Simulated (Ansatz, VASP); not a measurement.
# Re in VASP and in Ansatz

```
Re
1.0
     0.00000    2.01374    2.01374
     2.01374    0.00000    2.01374
     2.01374    2.01374    0.00000
Re
1
Direct
  0.00000 0.00000 0.00000
```

Change from the starting cell: volume scaled by 1.06.

Alike in both runs: task single point; functional PBE; k mesh 12 × 12 × 12; occupations fermi-dirac, width 0.05 eV; no spin polarisation.

|  | VASP | Ansatz |
| --- | --- | --- |
| version | VASP 6.6.1 | Ansatz 0.2.0 |
| potentials or method | VASP PAW PBE potentials, release 64 (Re) | Ansatz PAW |
| plane-wave cutoff (eV) | 520 | 420 |
| valence electrons in the cell | 7 | 15 |

|  | VASP | Ansatz | Ansatz less VASP |
| --- | --- | --- | --- |
| gap on the k mesh at the Fermi level (eV) | none | none | - |
| pressure (GPa) | -26.3 | -25.4 | +0.86 |

A gap of «none» marks a metal or a gap that the smearing closes. The two sets of potentials don't hold the same shells in valence.

Spin-orbit coupling is left out, which matters for the levels of Re.
